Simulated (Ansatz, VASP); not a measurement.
# One calculation of Yb, two programs

```
CELL_PARAMETERS angstrom
3.08112 0.00000 0.00000
0.00000 3.08112 0.00000
0.00000 0.00000 3.08112
ATOMIC_POSITIONS crystal
Yb 0.00000 0.00000 0.00000
```

Change from the starting cell: volume scaled by 0.75, LAPW.

Alike in both runs: task single point; functional PBE; k mesh 13 × 13 × 13; occupations fermi-dirac, width 0.1 eV; no spin polarisation.

```csv
,VASP,Ansatz
version,VASP 6.6.1,Ansatz 0.2.0
potentials or method,"VASP PAW PBE potentials, release 64 (Yb), cutoff 520 eV","all-electron LAPW, scalar-relativistic"
```

|  | VASP | Ansatz | Ansatz less VASP |
| --- | --- | --- | --- |
| pressure (GPa) | 5.0 | 5.8 | +0.73 |

Ansatz ran all-electron here, so the differences hold the error of VASP's frozen core and of both bases.

The runs have no spin-orbit coupling, so splittings on Yb are missing. Spin polarisation is off, so any magnetic state and its effect on volume and gap are missing.
